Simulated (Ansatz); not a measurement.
## Cl (P6/mmm) at 2 levels of theory

One geometry, relaxed with PBE; plane waves with PAW potentials in Ansatz, scalar-relativistic. No spin polarisation. Gaps are the least over mesh and band path; pressure is positive in compression.

```xyz
2
Lattice="4.4701 0.0000 0.0000 -2.2351 3.8712 0.0000 0.0000 0.0000 6.2470" Properties=species:S:1:pos:R:3 pbc="T T T"
Cl    0.0000    0.0000    5.2457
Cl    0.0000    0.0000    1.0012
```

| level | cutoff (eV) | k mesh | gap (eV) | pressure (GPa) |
| --- | --- | --- | --- | --- |
| PBE | 420 | 9×9×6 | 2.24 | 0.0 |

**Question.** What comes out on the same cell with r2SCAN?

**Answer.**
| level | cutoff (eV) | k mesh | gap (eV) | pressure (GPa) |
| --- | --- | --- | --- | --- |
| r2SCAN | 500 | 9×9×6 | 2.67 | -0.4 |

The cell holds layers, chains or molecules and no dispersion correction was added, so their binding is poorly described.

The cell was found from a structure generator's guess, not taken from experiment.
